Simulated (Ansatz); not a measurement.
# Al₃Ni₂: strain energy, fitted

Al₃Ni₂, P-3m1, a = 4.003 Å, c = 4.859 Å. Ansatz: PBEsol, PAW, 420 eV, Γ-centred 12×12×8 mesh on 5 atoms, Gaussian smearing 0.10 eV; no spin polarisation. Series: equal strain along all axes, cell held, atoms relaxed; x is the strain in per cent. y is the free energy over the unstrained cell, V0 = 13.488 Å³/atom.

```
x (%) y (meV/atom)
 -3.0         53.78
 -2.0             ?
 -1.0          5.58
  0.0          0.00
  1.0          5.24
  2.0         20.27
  3.0         44.14
```

Fit y = c2 x² + c3 x³ to the other rows, turn c2 into a modulus, and predict the missing energy.

Least squares on the rows shown. y = 5.4383 x² − 0.17880 x³. In eV per unit strain² c2 is 54.38; the stiffness is B for this strain (E = 9/2 B V0 ε², shape held): 2 × 54.38 × 160.2 / (9 × 13.488) = 144 GPa. At x = -2.0 the fit asked for gives 23.18 meV/atom. The run gave 23.10 meV/atom, so the fit is 0.08 meV/atom too high, a small miss on the scale of the series.